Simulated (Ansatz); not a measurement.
A relaxation computed with Ansatz, from input to last step.

```yaml
crystal:
  lattice:
    - [3.7485300717, 0.0, 0.0]
    - [-1.8742650358, 3.2463222689, 0.0]
    - [0.0, 0.0, 6.0031416408]
  atoms:
    - { symbol: Ta, position: [0.3333333333, 0.6666666667, 0.0] }
    - { symbol: Ta, position: [0.6666666667, 0.3333333333, 0.5] }
    - { symbol: As, position: [0.3333333333, 0.6666666667, 0.3821] }
    - { symbol: As, position: [0.6666666667, 0.3333333333, 0.8821] }
basis:
  ecutwfc: 420
kpoints:
  mp_grid: { grid: [6, 6, 4] }
hamiltonian:
  xc: pbe
scf:
  occupations: { method: gaussian, width: 0.1 }
  lower_state_search: "off"
output:
  forces: true
  stress: true
  eigenvalues: true
relax:
  adjacent_minimum: "off"
  f_tol: 0.04
  max_steps: 70
  cell: { stress_tol: 0.4 }
```

```bash
ansatz run input.yaml --threads 1 --pin off --max-ram 2560MiB --backend cpu --events-out ev --progress --plain --runs-dir out
```

All numbers below come from DFT PBE, scalar-relativistic, plane waves, PAW (Ansatz 0.2.0).

Of 16 frames 10 are shown, positions in Å and forces in eV/Å; the SCF threshold varies from step to step. Steps run on the plane waves of an earlier cell, with a Pulay correction in the pressure. The basis is chosen afresh for the last frame, the zero of the energies, and at times for earlier ones too; energy and pressure step there, also at an unchanged geometry. Here that happened at step 12 (-55 meV/atom, 2.9 GPa); the frames before carry an error of that size.

```xyz
4
Lattice="3.7485 0.0000 0.0000 -1.8743 3.2463 0.0000 0.0000 0.0000 6.0031" Properties=species:S:1:pos:R:3:forces:R:3 pbc="T T T" step=1 free_energy_over_end_meV_per_atom=1159.22 pressure_GPa=54.41
Ta    0.0000    2.1642    0.0000    0.0000    0.0000    0.5285
Ta    1.8743    1.0821    3.0016    0.0000    0.0000    0.5285
As    0.0000    2.1642    2.2938    0.0000    0.0000   -0.5284
As    1.8743    1.0821    5.2954    0.0000    0.0000   -0.5284
4
Lattice="4.0278 0.0000 0.0000 -2.0139 3.4882 0.0000 0.0000 0.0000 6.5799" Properties=species:S:1:pos:R:3:forces:R:3 pbc="T T T" step=3 free_energy_over_end_meV_per_atom=344.39 pressure_GPa=6.78
Ta    0.0000    2.3255    0.0323    0.0000    0.0000    0.3185
Ta    2.0139    1.1627    3.3222    0.0000    0.0000    0.3185
As    0.0000    2.3255    2.4819    0.0000    0.0000   -0.3185
As    2.0139    1.1627    5.7719    0.0000    0.0000   -0.3185
4
Lattice="4.0278 0.0000 0.0000 -2.0139 3.4882 0.0000 0.0000 0.0000 6.8724" Properties=species:S:1:pos:R:3:forces:R:3 pbc="T T T" step=4 free_energy_over_end_meV_per_atom=282.51 pressure_GPa=0.91
Ta    0.0000    2.3255    0.0792    0.0000    0.0000    0.2441
Ta    2.0139    1.1627    3.5154    0.0000    0.0000    0.2441
As    0.0000    2.3255    2.5467    0.0000    0.0000   -0.2441
As    2.0139    1.1627    5.9829    0.0000    0.0000   -0.2441
4
Lattice="3.8730 0.0000 0.0000 -1.9365 3.3541 0.0000 0.0000 0.0000 7.4575" Properties=species:S:1:pos:R:3:forces:R:3 pbc="T T T" step=6 free_energy_over_end_meV_per_atom=193.77 pressure_GPa=-4.28
Ta    0.0000    2.2361    0.1932    0.0000    0.0000   -0.4218
Ta    1.9365    1.1180    3.9220    0.0000    0.0000   -0.4218
As    0.0000    2.2361    2.6563    0.0000    0.0000    0.4219
As    1.9365    1.1180    6.3850    0.0000    0.0000    0.4219
4
Lattice="3.5335 0.0000 0.0000 -1.7668 3.0601 0.0000 0.0000 0.0000 7.9780" Properties=species:S:1:pos:R:3:forces:R:3 pbc="T T T" step=8 free_energy_over_end_meV_per_atom=81.31 pressure_GPa=-1.57
Ta    0.0000    2.0401    0.2856    0.0000    0.0000    0.0405
Ta    1.7668    1.0200    4.2746    0.0000    0.0000    0.0405
As    0.0000    2.0401    2.7628    0.0000    0.0000   -0.0405
As    1.7668    1.0200    6.7518    0.0000    0.0000   -0.0405
4
Lattice="3.4073 0.0000 0.0000 -1.7037 2.9508 0.0000 0.0000 0.0000 8.1719" Properties=species:S:1:pos:R:3:forces:R:3 pbc="T T T" step=9 free_energy_over_end_meV_per_atom=76.43 pressure_GPa=-0.31
Ta    0.0000    1.9672    0.3326    0.0000    0.0000   -0.3699
Ta    1.7037    0.9836    4.4185    0.0000    0.0000   -0.3699
As    0.0000    1.9672    2.7899    0.0000    0.0000    0.3699
As    1.7037    0.9836    6.8758    0.0000    0.0000    0.3699
4
Lattice="3.4316 0.0000 0.0000 -1.7158 2.9718 0.0000 0.0000 0.0000 8.1235" Properties=species:S:1:pos:R:3:forces:R:3 pbc="T T T" step=11 free_energy_over_end_meV_per_atom=73.99 pressure_GPa=0.00
Ta    0.0000    1.9812    0.3159    0.0000    0.0000    0.0127
Ta    1.7158    0.9906    4.3777    0.0000    0.0000    0.0127
As    0.0000    1.9812    2.7881    0.0000    0.0000   -0.0126
As    1.7158    0.9906    6.8499    0.0000    0.0000   -0.0126
4
Lattice="3.3704 0.0000 0.0000 -1.6852 2.9189 0.0000 0.0000 0.0000 8.4237" Properties=species:S:1:pos:R:3:forces:R:3 pbc="T T T" step=13 free_energy_over_end_meV_per_atom=0.63 pressure_GPa=-0.16
Ta    0.0000    1.9459    0.3374    0.0000    0.0000    0.1454
Ta    1.6852    0.9730    4.5493    0.0000    0.0000    0.1454
As    0.0000    1.9459    2.8812    0.0000    0.0000   -0.1455
As    1.6852    0.9730    7.0931    0.0000    0.0000   -0.1455
4
Lattice="3.3450 0.0000 0.0000 -1.6725 2.8969 0.0000 0.0000 0.0000 8.4608" Properties=species:S:1:pos:R:3:forces:R:3 pbc="T T T" step=14 free_energy_over_end_meV_per_atom=0.25 pressure_GPa=0.25
Ta    0.0000    1.9312    0.3488    0.0000    0.0000   -0.0441
Ta    1.6725    0.9656    4.5792    0.0000    0.0000   -0.0441
As    0.0000    1.9312    2.8840    0.0000    0.0000    0.0441
As    1.6725    0.9656    7.1144    0.0000    0.0000    0.0441
4
Lattice="3.3569 0.0000 0.0000 -1.6785 2.9072 0.0000 0.0000 0.0000 8.4421" Properties=species:S:1:pos:R:3:forces:R:3 pbc="T T T" step=16 free_energy_over_end_meV_per_atom=0.00 pressure_GPa=0.02
Ta    0.0000    1.9381    0.3447    0.0000    0.0000    0.0001
Ta    1.6785    0.9691    4.5658    0.0000    0.0000    0.0001
As    0.0000    1.9381    2.8810    0.0000    0.0000   -0.0001
As    1.6785    0.9691    7.1021    0.0000    0.0000   -0.0001
```

The start puts this composition into another compound's structure type, which needn't suit it. At the end the space group is P6_3mc (tolerance 0.05 Å).

It took 100 s on 1 thread of Arm Neoverse V1, on a shared host, peak memory 0.35 GiB.

The k mesh is coarse. Spin–orbit coupling is left out, which can shift energies with elements as heavy as these.